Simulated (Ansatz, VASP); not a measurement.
# Te: VASP beside Ansatz

INCAR

```
ALGO = Normal ; EDIFF = 1E-6
ENCUT = 520 ; GGA = PE
ISIF = 2 ; ISMEAR = 0
LASPH = T ; LCHARG = T
LELF = T ; LREAL = F
LVHAR = T ; LWAVE = F
NBANDS = 16 ; NELM = 80
PREC = Accurate ; SIGMA = 0.01
```

Contents of KPOINTS:

```
k-points
0
Gamma
  4 4 4
```

File POSCAR:

```
Te
1.0
    4.4209096036      0.0079536349     -0.0423800864
   -2.2035667519      3.8798597804      0.0423726818
   -0.0563703493      0.0325340637      5.9587332325
Te
3
Direct
    0.2819961949      0.0217357072      0.1962195827
    0.0406250642      0.2800747766      0.8234310943
    0.6919897832      0.7202014071      0.4930215623
```

Input for Ansatz:

```yaml
crystal:
  lattice:
    - [4.4209096036, 0.0079536349, -0.0423800864]
    - [-2.2035667519, 3.8798597804, 0.0423726818]
    - [-0.0563703493, 0.0325340637, 5.9587332325]
  atoms:
    - { symbol: Te, position: [0.2819961949, 0.0217357072, 0.1962195827] }
    - { symbol: Te, position: [0.0406250642, 0.2800747766, 0.8234310943] }
    - { symbol: Te, position: [0.6919897832, 0.7202014071, 0.4930215623] }
basis:
  ecutwfc: 420
kpoints:
  mp_grid: { grid: [4, 4, 4] }
hamiltonian:
  xc: pbe
scf:
  occupations: { method: gaussian, width: 0.01 }
output:
  forces: true
  stress: true
  eigenvalues: true
```

Change from the starting cell: kmesh displaced: [4, 4, 4] Gamma-centred.

Alike in both runs: task single point; functional PBE; k mesh 4 × 4 × 4; occupations gaussian, width 0.01 eV; no spin polarisation.

|  | VASP | Ansatz |
| --- | --- | --- |
| version | VASP 6.6.1 | Ansatz 0.2.0 |
| potentials or method | VASP PAW PBE potentials, release 64 (Te) | scalar-relativistic, plane waves, PAW |
| plane-wave cutoff (eV) | 520 | 420 |
| valence electrons in the cell | 18 | 48 |

```csv
,VASP,Ansatz,Ansatz less VASP
pressure (GPa),1.3,1.3,0.00
largest component of the traceless stress (GPa),0.87,0.87,-0.003
rms of the force components (eV/Å),0.367,0.366,-0.0013
```

Atom by atom the forces differ by 0.004 eV/Å (rms over components). The functional is the same, so the differences come from potentials, cutoffs and numerics. The two sets of potentials don't hold the same shells in valence.

Caveats: the k mesh is coarse (spacing up to 0.41 Å⁻¹), so the values aren't converged. The runs have no spin-orbit coupling, so splittings on Te are missing.
